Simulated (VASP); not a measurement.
# ZnSe (F-43m) in VASP: a series of runs

One crystal, ZnSe, is run at these levels: PBEsol, r2SCAN; tasks: single point.

All numbers are computed with VASP 6.6.1; they aren't measurements. Logs are shortened: lines on timing, memory, paths and dates and some standing lists are left out, and cuts for length are marked.

**What was measured.**

From “Alloy Disordering Effects on the Thermal Conductivity and Energy Gap Temperature Dependence of Cd1−xZnxSe Ternary Crystals Grown by the Bridgman Method”, 2023, pmc:10253836, for a bulk crystal of ZnSe at 300 K: band gap 2.695 ± 0.003 eV (an exciton energy, a little under the gap).

The results are compared with them further down.

### Step 1. The structure

The structure is cubic, space group F-43m (No. 216). Conventional cell: a = 5.640 Å, b = 5.640 Å, c = 5.640 Å, α = 90.00°, β = 90.00°, γ = 90.00°. Zn (site symmetry -43m) is surrounded by 4 Se at 2.44 Å. Se (site symmetry -43m) is surrounded by 4 Zn at 2.44 Å.

The cell is a database's computed one.

### Step 2. Single point, PBEsol

The input, INCAR:

```
  PREC = Accurate
  ENCUT = 700
  EDIFF = 1E-6
  ISMEAR = 0
  SIGMA = 0.02
  LREAL = F
  LASPH = T
  NELM = 80
  ALGO = Normal
  ISIF = 2
  LWAVE = F
  LCHARG = F
  GGA = PS
  NBANDS = 16
```

The input, KPOINTS:

```
Automatic mesh
0
Gamma
  8 8 8
```

The input, POSCAR:

```
ZnSe
1.0
    0.0000000000      2.8202400000      2.8202400000
    2.8202400000      0.0000000000      2.8202400000
    2.8202400000      2.8202400000      0.0000000000
Zn Se
1 1
Direct
    0.0000000000      0.0000000000      0.0000000000
    0.2500000000      0.2500000000      0.2500000000
```

Potentials or basis: VASP PAW PBE potentials, release 64 (Zn, Se).

The run is started by

```bash
cat potpaw_PBE.64/Zn/POTCAR potpaw_PBE.64/Se/POTCAR > POTCAR
mpirun -np 1 vasp_std > vasp.out
```

OUTCAR:

```text
PREC = Accurate
   ENCUT = 700
   EDIFF = 1E-6
   ISMEAR = 0
   LREAL = F
   LASPH = T
   NELM = 80
   ISIF = 2
   GGA = PS

 ion  position               nearest neighbor table
   1  0.000  0.000  0.000-   2 2.44   2 2.44   2 2.44   2 2.44
   2  0.250  0.250  0.250-   1 2.44   1 2.44   1 2.44   1 2.44

  LATTYP: Found a face centered cubic cell.
 ALAT       =     5.6404800000

  Lattice vectors:

 A1 = (   0.0000000000,   2.8202400000,   2.8202400000)
 A2 = (   2.8202400000,   0.0000000000,   2.8202400000)
 A3 = (   2.8202400000,   2.8202400000,   0.0000000000)

Analysis of symmetry for initial positions (statically):
=====================================================================
 Subroutine PRICEL returns:
 Original cell was already a primitive cell.

 Routine SETGRP: Setting up the symmetry group for a
 face centered cubic supercell.

 Subroutine GETGRP returns: Found 24 space group operations
 (whereof 24 operations were pure point group operations)
 out of a pool of 48 trial point group operations.

The static configuration has the point symmetry T_d .

Analysis of symmetry for dynamics (positions and initial velocities):
=====================================================================
 Subroutine PRICEL returns:
 Original cell was already a primitive cell.

 Routine SETGRP: Setting up the symmetry group for a
 face centered cubic supercell.

 Subroutine GETGRP returns: Found 24 space group operations
 (whereof 24 operations were pure point group operations)
 out of a pool of 48 trial point group operations.

The dynamic configuration has the point symmetry T_d .

 Subroutine INISYM returns: Found 24 space group operations
 (whereof 24 operations are pure point group operations),
 and found     1 'primitive' translations

----------------------------------------------------------------------------------------

                                     Primitive cell

  volume of cell :      44.8630

  direct lattice vectors                    reciprocal lattice vectors
     0.000000000  2.820240000  2.820240000    -0.177289876  0.177289876  0.177289876
     2.820240000  0.000000000  2.820240000     0.177289876 -0.177289876  0.177289876
     2.820240000  2.820240000  0.000000000     0.177289876  0.177289876 -0.177289876

  length of vectors
     3.988421657  3.988421657  3.988421657     0.307075073  0.307075073  0.307075073

  position of ions in fractional coordinates (direct lattice)
     0.000000000  0.000000000  0.000000000
     0.250000000  0.250000000  0.250000000

  ion indices of the primitive-cell ions
   primitive index   ion index
                 1           1
                 2           2

----------------------------------------------------------------------------------------

 KPOINTS: Automatic mesh

Automatic generation of k-mesh.
 Grid dimensions read from file:
 generate k-points for:    8    8    8

 Generating k-lattice:

  Cartesian coordinates                     Fractional coordinates (reciprocal lattice)
    -0.022161235  0.022161235  0.022161235     0.125000000  0.000000000  0.000000000
     0.022161235 -0.022161235  0.022161235     0.000000000  0.125000000  0.000000000
     0.022161235  0.022161235 -0.022161235     0.000000000  0.000000000  0.125000000

  Length of vectors
     0.038384384  0.038384384  0.038384384

  Shift w.r.t. Gamma in fractional coordinates (k-lattice)
     0.000000000  0.000000000  0.000000000

 Subroutine IBZKPT returns following result:
 ===========================================

 Found     29 irreducible k-points:

 Following reciprocal coordinates:
            Coordinates               Weight
  0.000000  0.000000  0.000000      1.000000
  0.125000  0.000000  0.000000      8.000000
  0.250000  0.000000  0.000000      8.000000
  0.375000  0.000000  0.000000      8.000000
  0.500000  0.000000  0.000000      4.000000
  0.125000  0.125000  0.000000      6.000000
[... 16 lines left out ...]
  0.500000  0.250000  0.125000     48.000000
 -0.375000  0.250000  0.125000     24.000000
 [... further k-points ...]
   k-points           NKPTS =     29   k-points in BZ     NKDIM =     29   number of bands    NBANDS=     16
   number of dos      NEDOS =    301   number of ions     NIONS =      2
   total plane-waves  NPLWV =  46656
   dimension x,y,z NGX =    36 NGY =   36 NGZ =   36
   dimension x,y,z NGXF=    72 NGYF=   72 NGZF=   72
   ions per type =               1   1
   NGX,Y,Z   is equivalent  to a cutoff of  15.01, 15.01, 15.01 a.u.
   NGXF,Y,Z  is equivalent  to a cutoff of  30.01, 30.01, 30.01 a.u.
 SYSTEM =  unknown system
   PREC   = accura    normal or accurate (medium, high low for compatibility)
   ISTART =      0    job   : 0-new  1-cont  2-samecut
   ICHARG =      2    charge: 1-file 2-atom 10-const
   ISPIN  =      1    spin polarized calculation?
   LNONCOLLINEAR =      F non collinear calculations
   LSORBIT =      F    spin-orbit coupling
   LASPH  =      T    aspherical Exc in radial PAW
   ENCUT  =  700.0 eV  51.45 Ry    7.17 a.u.   8.60  8.60  8.60*2*pi/ulx,y,z
   NELM   =     80;   NELMIN=  2; NELMDL= -5     # of ELM steps
   EDIFF  = 0.1E-05   stopping-criterion for ELM
   LREAL  =      F    real-space projection
   EDIFFG = 0.1E-04   stopping-criterion for IOM
   NSW    =      0    number of steps for IOM
   IBRION =     -1    ionic relax: 0-MD 1-quasi-New 2-CG
   NFREE  =      0    steps in history (QN), initial steepest desc. (CG)
   ISIF   =      2    stress and relaxation
   ISYM   =      2    0-nonsym 1-usesym 2-fastsym
   POTIM  = 0.5000    time-step for ionic-motion
   TEBEG  =    0.0;   TEEND  =   0.0 temperature during run
   PSTRESS=    0.0 pullay stress
   NELECT =      18.0000    total number of electrons
   NUPDOWN=      -1.0000    fix difference up-down
   EMIN   =  10.00;   EMAX   =-10.00  energy-range for DOS
   EFERMI =   0.00;   METHOD = LEGACY
   ISMEAR =     0;   SIGMA  =   0.02  broadening in eV -4-tet -1-fermi 0-gaus
   EFERMI_NEDOS =   21; number of points for ismear=-14 and -15
   IALGO  =     38    algorithm
   IMIX   =      4    mixing-type and parameters
     AMIX     =   0.40;   BMIX     =  1.00
     AMIX_MAG =   1.60;   BMIX_MAG =  1.00
  volume/ion in A,a.u.               =      22.43       151.38
  Fermi-wavevector in a.u.,A,eV,Ry     =   1.207451  2.281752 19.836457  1.457938
  Thomas-Fermi vector in A             =   2.343089
   LORBIT       =      0    0 simple, 1 ext, 2 COOP (PROOUT), +10 PAW based schemes
   GGA     = PS    functional components
   LHFCALC =     F    Hartree Fock is set to
   AEXX    =    0.0000 exact exchange contribution
   IVDW    =     0    specifies the selected vdW correction
   LEPSILON=     F    determine dielectric tensor
   LRPA    =     F    only Hartree local field effects (RPA)
 non-spin polarized calculation
 Gauss-broadening in eV      SIGMA  =   0.02
  energy-cutoff  :      700.00
  volume of cell :       44.86
 maximum number of plane-waves:      1917
 NGX is ok and might be reduce to    36
   NGX = 17   NGY = 17   NGZ = 17

 number of electron      18.0000006 magnetization

 Free energy of the ion-electron system (eV)
  ---------------------------------------------------
  ext. energy  EPLUGINS =         0.00000000
  ---------------------------------------------------
  free energy    TOTEN  =        -6.77324139 eV

  energy without entropy =       -6.77324139  energy(sigma->0) =       -6.77324139

 E-fermi :   1.7395     XC(G=0):  -9.5918

 val. band max:        1.6120466147   @ k =   0.0000   0.0000   0.0000
 cond. band min:       2.8400532846   @ k =   0.0000   0.0000   0.0000
 fundamental gap:      1.2280066699
 Fermi energy:         1.7394658743

 k-point     1 :       0.0000    0.0000    0.0000
  band No.  band energies     occupation
      1     -11.7677      2.00000
      2      -4.9993      2.00000
      3      -4.9993      2.00000
      4      -4.9993      2.00000
      5      -4.6146      2.00000
      6      -4.6146      2.00000
[... 8 lines left out ...]
     15      13.0700      0.00000
     16      13.0700      0.00000

 k-point     2 :       0.1250    0.0000    0.0000
  band No.  band energies     occupation
      1     -11.6633      2.00000
      2      -4.9945      2.00000
      3      -4.9829      2.00000
      4      -4.9829      2.00000
      5      -4.6161      2.00000
      6      -4.6161      2.00000
[... 8 lines left out ...]
     15      12.2365      0.00000
     16      12.2867      0.00000

 k-point     3 :       0.2500    0.0000    0.0000
  band No.  band energies     occupation
      1     -11.3915      2.00000
      2      -4.9467      2.00000
      3      -4.9467      2.00000
      4      -4.9438      2.00000
      5      -4.6147      2.00000
      6      -4.6147      2.00000
[... 8 lines left out ...]
     15      11.9925      0.00000
     16      12.1633      0.00000

 k-point     4 :       0.3750    0.0000    0.0000
  band No.  band energies     occupation
      1     -11.0849      2.00000
      2      -4.9180      2.00000
      3      -4.9180      2.00000
      4      -4.7486      2.00000
      5      -4.6036      2.00000
      6      -4.6036      2.00000
[... 8 lines left out ...]
     15      13.1332      0.00000
     16      13.1332      0.00000
[... 324 lines left out ...]
 k-point    22 :       0.3750    0.2500    0.1250
  band No.  band energies     occupation
      1     -11.1785      2.00000
      2      -4.9636      2.00000
      3      -4.8943      2.00000
      4      -4.8686      2.00000
      5      -4.6305      2.00000
      6      -4.5888      2.00000
[... 8 lines left out ...]
     15      13.8487      0.00000
     16      15.0016      0.00000

 k-point    23 :       0.5000    0.2500    0.1250
  band No.  band energies     occupation
      1     -10.9222      2.00000
      2      -4.9042      2.00000
      3      -4.8694      2.00000
      4      -4.7397      2.00000
      5      -4.6025      2.00000
      6      -4.5511      2.00000
[... 8 lines left out ...]
     15      14.1662      0.00000
     16      15.2349      0.00000

 k-point    24 :      -0.3750    0.2500    0.1250
  band No.  band energies     occupation
      1     -10.8078      2.00000
      2      -4.8949      2.00000
      3      -4.8541      2.00000
      4      -4.6506      2.00000
      5      -4.6078      2.00000
      6      -4.3984      2.00000
[... 8 lines left out ...]
     15      14.2855      0.00000
     16      15.1332      0.00000

 [... further k-points ...]

------------------------ aborting loop because EDIFF is reached ----------------------------------------

  FORCE on cell =-STRESS in cart. coord.  units (eV):
  Direction    XX          YY          ZZ          XY          YZ          ZX
  --------------------------------------------------------------------------------------
  -------------------------------------------------------------------------------------
  Total        0.0019971      0.0019971      0.0019971     -0.0000000     -0.0000000      0.0000000
  in kB        0.0713218      0.0713218      0.0713218     -0.0000000     -0.0000000      0.0000000
  external PRESSURE =       0.0713218 kB  Pullay stress =       0.0000000 kB

 VOLUME and BASIS-vectors are now :
 -----------------------------------------------------------------------------
  energy-cutoff  :      700.00
  volume of cell :       44.86
      direct lattice vectors                 reciprocal lattice vectors
     0.000000000  2.820240000  2.820240000    -0.177289876  0.177289876  0.177289876
     2.820240000  0.000000000  2.820240000     0.177289876 -0.177289876  0.177289876
     2.820240000  2.820240000  0.000000000     0.177289876  0.177289876 -0.177289876

 POSITION                                       TOTAL-FORCE (eV/Angst)
 -----------------------------------------------------------------------------------
      0.00000      0.00000      0.00000        -0.000000     -0.000000     -0.000000
      1.41012      1.41012      1.41012         0.000000      0.000000      0.000000
 -----------------------------------------------------------------------------------
    total drift:                                0.000000      0.000000      0.000000

  FREE ENERGIE OF THE ION-ELECTRON SYSTEM (eV)
  ---------------------------------------------------
  free  energy   TOTEN  =        -6.7732413856 eV

  energy  without entropy=       -6.7732413856  energy(sigma->0) =       -6.77324139
```

Run time: 30 s. Hardware: 1 thread of Intel Xeon Platinum 8488C (Sapphire Rapids), shared host; peak memory 0.22 GiB.

What came out:

```
Free energy            : -6.7732 eV
Pressure               : 0.0 GPa
Band gap on the k mesh : 1.23 eV, direct
```

Caveat: the PAW data sets were made with another functional, which shifts forces and pressure a little.

### Step 3. Single point, PBEsol

Changes to INCAR since step 2:

```diff
@@ -1,3 +1,3 @@
   PREC = Accurate
-  ENCUT = 700
+  ENCUT = 520
   EDIFF = 1E-6
```

The input, KPOINTS:

```
Automatic mesh
0
Gamma
  12 12 12
```

POSCAR is that of step 2.

Potentials or basis: VASP PAW PBE potentials, release 64 (Zn, Se).

The run is started by

```bash
cat potpaw_PBE.64/Zn/POTCAR potpaw_PBE.64/Se/POTCAR > POTCAR
mpirun -np 1 vasp_std > vasp.out
```

It took 44 s on 1 thread of Intel Xeon Platinum 8488C (Sapphire Rapids), shared host; peak memory 0.2 GiB.

The run converged. Its results:

| Property | Result |
| --- | --- |
| Free energy | -6.7742 eV |
| Pressure | 0.0 GPa |
| Band gap on the k mesh | 1.23 eV, direct |

Levels at points of the mesh, in eV from the valence-band top:
| k point | band 7 | band 8 | band 9 | band 10 | band 11 | band 12 |
| --- | --- | --- | --- | --- | --- | --- |
| (0.00, 0.00, 0.00) | 0.00 | 0.00 | 0.00 | 1.23 | 5.73 | 5.73 |
| (0.50, 0.00, 0.00) | -5.38 | -0.90 | -0.90 | 2.47 | 6.30 | 6.30 |
| (0.50, 0.50, 0.00) | -4.85 | -2.26 | -2.26 | 2.81 | 3.37 | 10.71 |

Caveat: the PAW data sets were made with another functional, which shifts forces and pressure a little.

### Step 4. Single point, PBEsol

Changes to INCAR since step 3:

```diff
@@ -4,3 +4,3 @@
   ISMEAR = 0
-  SIGMA = 0.02
+  SIGMA = 0.5
   LREAL = F
```

The input, KPOINTS:

```
Automatic mesh
0
Gamma
  8 8 8
```

POSCAR is that of step 3.

The run is started by

```bash
cat potpaw_PBE.64/Zn/POTCAR potpaw_PBE.64/Se/POTCAR > POTCAR
mpirun -np 1 vasp_std > vasp.out
```

Run time: 22 s. Hardware: 1 thread of Intel Xeon Platinum 8488C (Sapphire Rapids), shared host; peak memory 0.17 GiB.

It converged, with:

| Quantity | Value |
| --- | --- |
| Free energy | -6.7734 eV |
| Pressure | 0.0 GPa |
| Band gap on the k mesh | 1.23 eV, direct |

Levels at points of the mesh, in eV from the valence-band top:
```csv
k point,band 6,band 7,band 8,band 9,band 10,band 11,band 12,band 13
"(0.00, 0.00, 0.00)",-6.23,0.00,0.00,0.00,1.23,5.73,5.73,5.73
"(0.50, 0.00, 0.00)",-6.06,-5.38,-0.90,-0.90,2.47,6.30,6.30,8.44
"(0.50, 0.50, 0.00)",-6.04,-4.85,-2.26,-2.26,2.80,3.37,10.71,11.27
```

Caveat: the PAW data sets were made with another functional, which shifts forces and pressure a little.

### Step 5. Single point, PBEsol

Changes to INCAR since step 4:

```diff
@@ -1,6 +1,6 @@
   PREC = Accurate
-  ENCUT = 520
+  ENCUT = 900
   EDIFF = 1E-6
   ISMEAR = 0
-  SIGMA = 0.5
+  SIGMA = 0.02
   LREAL = F
```

KPOINTS is that of step 4.

POSCAR is that of step 4.

The run is started by

```bash
cat potpaw_PBE.64/Zn/POTCAR potpaw_PBE.64/Se/POTCAR > POTCAR
mpirun -np 1 vasp_std > vasp.out
```

Wall time 43 s (1 thread of Intel Xeon Platinum 8488C (Sapphire Rapids), shared host); peak memory 0.26 GiB.

The run converged. Its results:

* Free energy: -6.7733 eV
* Pressure: 0.0 GPa
* Band gap on the k mesh: 1.23 eV, direct

Levels at points of the mesh, in eV from the valence-band top:
```tsv
k point	band 6	band 7	band 8	band 9	band 10	band 11	band 12	band 13
(0.00, 0.00, 0.00)	-6.23	0.00	0.00	0.00	1.23	5.73	5.73	5.73
(0.50, 0.00, 0.00)	-6.06	-5.38	-0.90	-0.90	2.47	6.30	6.30	8.44
(0.50, 0.50, 0.00)	-6.04	-4.85	-2.26	-2.26	2.80	3.37	10.71	11.27
```

Caveat: the PAW data sets were made with another functional, which shifts forces and pressure a little.

(Part 1 of 2 ends here.)
